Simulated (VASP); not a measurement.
**MnO under changes of volume**

One of the cells (13.521 Å³/atom); the others are scaled copies at fixed shape and fractional positions:

```xyz
4
Lattice="3.3940 0.0000 0.0000 -1.6970 2.9393 0.0000 0.0000 0.0000 5.4212" Properties=species:S:1:pos:R:3 pbc="T T T"
Mn    1.6970    0.9798    2.7700
Mn    0.0000    1.9595    0.0594
O     1.6970    0.9798    4.7461
O     0.0000    1.9595    2.0355
```

Measurements of this composition are mostly on another form, of space group No. 225.

* Program: VASP 6.6.1
* Functional: PBE
* Potentials or basis: VASP PAW PBE potentials, release 64 (Mn_pv, O)
* Cutoff: 520 eV
* k mesh: 9 × 9 × 5
* Occupations: fermi-dirac, width 0.05 eV
* Spin: collinear spin, ferromagnetic start
* Starting moments: [4.0, 4.0, 0.0, 0.0] μB

| volume (Å³/atom) | energy over the lowest point (meV/atom) | pressure (GPa) | moment (μB per cell) | largest force (eV/Å) |
| --- | --- | --- | --- | --- |
| 12.460 | 70.78 | 15.8 | 9.90 | 0.833 |
| 12.725 | 46.50 | 12.6 | 9.95 | 0.772 |
| 12.990 | 27.68 | 9.5 | 9.98 | 0.715 |
| 13.521 | ? | ? | ? | ? |
| 13.786 | 0.66 | 1.4 | 10.00 | 0.565 |
| 14.051 | 0.00 | -0.9 | 10.00 | 0.521 |

**Question.** What does the run at 13.521 Å³/atom give?

**Answer.** Energy over the lowest point 5.18 meV/atom; pressure 3.8 GPa; moment 10.00 μB per cell; largest force 0.612 eV/Å.

Worked out: A Birch-Murnaghan fit of order 3 (a polynomial in V^(-2/3)) to the other rows has its minimum at 13.96 Å³/atom with B0 = V·E''(V) = 118 GPa and B' = 3.6 at fixed shape and positions, which overstates the stiffness. It gives 5.21 meV/atom at 13.521 Å³/atom, against the run's 5.18, and -dE/dV = 4.0 GPa, against 3.8. A parabola through the other rows of the moment, of slope 0.0163 μB per Å³/atom there, gives 10.01 μB, against the run's 10.00.

Energies are extrapolated to zero smearing.

Caveats: only a ferromagnetic start was run, and an antiferromagnetic order may lie lower in energy.
